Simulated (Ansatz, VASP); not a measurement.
**One calculation of TlBr, two programs**

The input INCAR:

```
SYSTEM = TlBr
ALGO = Fast
EDIFF = 1E-6
ENCUT = 520
GGA = PE
GGA_COMPAT = .False.
ISIF = 2
ISMEAR = 0
IVDW = 12
LASPH = .True.
LCHARG = .False.
LNONCOLLINEAR = .True.
LORBIT = 11
LORBMOM = .True.
LREAL = .False.
LSORBIT = .True.
LWAVE = .False.
MAGMOM = 0 0 0 0 0 0
NBANDS = 32
NELM = 150
PREC = Accurate
SIGMA = 0.02
```

Contents of KPOINTS:

```
k-points
0
Gamma
  8 8 8
  0 0 0
```

Contents of POSCAR:

```
TlBr
1.0
    3.9800000000      0.0000000000      0.0000000000
    0.0000000000      3.9800000000      0.0000000000
    0.0000000000      0.0000000000      3.9800000000
Tl Br
1 1
Direct
    0.0000000000      0.0000000000      0.0000000000
    0.5000000000      0.5000000000      0.5000000000
```

Input for Ansatz:

```yaml
crystal:
  lattice:
    - [3.98, 0.0, 0.0]
    - [0.0, 3.98, 0.0]
    - [0.0, 0.0, 3.98]
  atoms:
    - { symbol: Tl, position: [0.0, 0.0, 0.0] }
    - { symbol: Br, position: [0.5, 0.5, 0.5] }
basis:
  ecutwfc: 420
kpoints:
  mp_grid: { grid: [8, 8, 8] }
  band_path: { path: [VBM, CBM], npoints: 2 }
hamiltonian:
  xc: pbe
  dispersion: d3bj
scf:
  occupations: { method: gaussian, width: 0.02 }
output:
  forces: false
  stress: false
  eigenvalues: true
magnetization:
  noncollinear: true
  spin_orbit: true
checkpoint:
  read: start.run
  write: ck
  compress: false
  write_wavefunctions: false
  write_every: 100000
```

Alike in both runs: task single point; functional PBE; dispersion D3(BJ); k mesh 8 × 8 × 8; occupations gaussian, width 0.02 eV; non-collinear spin, spin-orbit coupling.

|  | VASP | Ansatz |
| --- | --- | --- |
| version | VASP 6.6.1 | Ansatz 0.2.0 |
| potentials or method | VASP PAW PBE potentials, release 64 (Tl_d, Br) | plane waves, PAW |
| plane-wave cutoff (eV) | 520 | 420 |
| valence electrons in the cell | 20 | 20 |

|  | VASP | Ansatz | Ansatz less VASP |
| --- | --- | --- | --- |
| gap on the k mesh at the Fermi level (eV) | 1.35 | 1.24 | -0.107 |
| least direct gap on the mesh (eV) | 1.70 | 1.65 | -0.055 |
| net moment per atom (μB) | 0.00 | 0.00 | 0.000 |

The functional is the same, so the differences come from potentials, cutoffs and numerics.
